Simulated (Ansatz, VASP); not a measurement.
## One calculation of SiC, two programs

File POSCAR:

```
SiC
1.0
    3.0753562392      0.0000000000      0.0000000000
   -1.5376781196      2.6633366288      0.0000000000
    0.0000000000      0.0000000000      5.1490702528
Si C
2 2
Direct
    0.3333333333      0.6666666667      0.0003593547
    0.6666666667      0.3333333333      0.5003593547
    0.3333333333      0.6666666667      0.3746406453
    0.6666666667      0.3333333333      0.8746406453
```

Contents of INCAR.step1:

```
ALGO = Normal ; EDIFF = 1E-4
ENCUT = 520 ; GGA = PE
ISMEAR = 0 ; LASPH = T
LCHARG = F ; LREAL = F
LWAVE = T ; NBANDS = 16
NELM = 60 ; PREC = Accurate
SIGMA = 0.01
```

File INCAR.step2:

```
ALGO = Normal ; EDIFF = 1E-7
ENCUT = 520 ; ISIF = 2
ISMEAR = 0 ; ISTART = 1
LASPH = T ; LCHARG = T
LELF = T ; LMIXTAU = T
LREAL = F ; LVHAR = T
LWAVE = F ; METAGGA = R2SCAN
NBANDS = 16 ; NELM = 60
PREC = Accurate ; SIGMA = 0.01
```

File KPOINTS:

```
k-points
0
Gamma
  12 12 6
```

Input for Ansatz:

```yaml
crystal:
  lattice:
    - [3.0753562392, 0.0, 0.0]
    - [-1.5376781196, 2.6633366288, 0.0]
    - [0.0, 0.0, 5.1490702528]
  atoms:
    - { symbol: Si, position: [0.3333333333, 0.6666666667, 0.0003593547] }
    - { symbol: Si, position: [0.6666666667, 0.3333333333, 0.5003593547] }
    - { symbol: C, position: [0.3333333333, 0.6666666667, 0.3746406453] }
    - { symbol: C, position: [0.6666666667, 0.3333333333, 0.8746406453] }
kpoints:
  mp_grid: { grid: [12, 12, 6] }
  band_path:
    path:
      - [0.0, 0.0, 0.0]
      - [0.5, 0.0, 0.0]
      - [0.3333333333, 0.3333333333, 0.0]
      - [0.0, 0.0, 0.5]
      - [0.5, 0.0, 0.5]
      - [0.3333333333, 0.3333333333, 0.5]
    npoints: 1
hamiltonian:
  xc: r2scan
scf:
  occupations: { method: fixed }
  n_extra_bands: 5
output:
  forces: true
  stress: true
  eigenvalues: true
```

Change from the starting cell: uniaxial_z strain +2.0%.

Alike in both runs: task single point; functional r2SCAN; k mesh 12 × 12 × 6; no spin polarisation.

|  | VASP | Ansatz |
| --- | --- | --- |
| version | VASP 6.6.1 | Ansatz 0.2.0 |
| potentials or method | VASP PAW PBE potentials, release 64 (Si, C) | plane waves, PAW |
| plane-wave cutoff (eV) | 520 | 500 |
| occupations | gaussian, width 0.01 eV | fixed |
| valence electrons in the cell | 16 | 16 |

Ansatz gave:

| Quantity | Value |
| --- | --- |
| gap on the k mesh at the Fermi level (eV) | 2.55 |
| pressure (GPa) | -4.2 |
| largest component of the traceless stress (GPa) | 6.74 |

Question: Which values does VASP return?

Answer: gap on the k mesh at the Fermi level (eV): 2.55; pressure (GPa): -4.4; largest component of the traceless stress (GPa): 6.77.

Caveats: the PAW data sets were made with another functional, which shifts forces and pressure a little (VASP). A k mesh can miss the band edges.
